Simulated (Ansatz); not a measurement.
Input and command of a plane-wave DFT calculation in Ansatz:

```yaml
crystal:
  lattice:
    - [3.2524435321, -0.0663311128, -0.0172191014]
    - [-1.6836661948, 2.4311711894, 0.0698866458]
    - [-0.0665683835, 0.2735426587, 12.9401802635]
  atoms:
    - { symbol: Cd, position: [0.3818909333, 0.7035737793, 0.1301287538] }
    - { symbol: Cd, position: [0.2890069493, 0.5940045725, 0.6411106936] }
    - { symbol: Cd, position: [0.432404677, 0.2495186722, 0.3844847593] }
    - { symbol: Cd, position: [0.8966974405, 0.4529029759, 0.8442757933] }
basis:
  ecutwfc: 420
kpoints:
  mp_grid: { grid: [12, 12, 4] }
hamiltonian:
  xc: pbe
scf:
  occupations: { method: gaussian, width: 0.15 }
output:
  forces: true
  stress: true
  eigenvalues: true
```

```bash
ansatz run input.yaml --threads 1 --pin off --max-ram 2560MiB --backend cpu --events-out ev --progress --plain --runs-dir out
```

Processor: Arm Neoverse V1, 1 thread, on a host shared with other jobs.

**Question.** How long does it run, and how much memory does it take?

**Answer.** About 110 s on 1 thread of Arm Neoverse V1 (shared host), peak memory 1 GiB. It solves 48 bands at 292 k points (the mesh reduced by the symmetry that the task leaves, which can be less than the crystal's) with about 1961 plane waves, in 6 SCF iterations.
